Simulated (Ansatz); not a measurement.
InPd:

```
CELL_PARAMETERS angstrom
3.27188 0.00000 0.00000
0.00000 3.27188 0.00000
0.00000 0.00000 3.27188
ATOMIC_POSITIONS crystal
In 0.00000 0.00000 0.00000
Pd 0.50000 0.50000 0.50000
```

The cell comes from a database or a generator and needn't be the stable form of this composition.

Base run:

| Item | Value |
| --- | --- |
| Program | Ansatz 0.2.0 |
| Functional | LDA |
| Potentials or basis | Ansatz PAW |
| Cutoff | 420 eV (not typed: the program's choice for these potentials) |
| k mesh | 8 × 8 × 8 |
| Occupations | fermi-dirac, width 0.05 eV |
| Spin | no spin polarisation |

Its results: band gap on the k mesh none (metal or under the smearing width); pressure -7.1 GPa.

Q: The run is repeated on the same cell with these changes: functional from LDA to PBEsol. What comes out?

A: Band gap on the k mesh none (metal or under the smearing width); pressure -3.0 GPa.

PBEsol binds less tightly than LDA, so the same cell stands under more pressure.

Caveats: spin-orbit coupling is left out, which moves the levels of the heavy elements; the PAW data sets come from PBE, with cores solved anew for the run's functional, which leaves a small shift of forces and pressure.
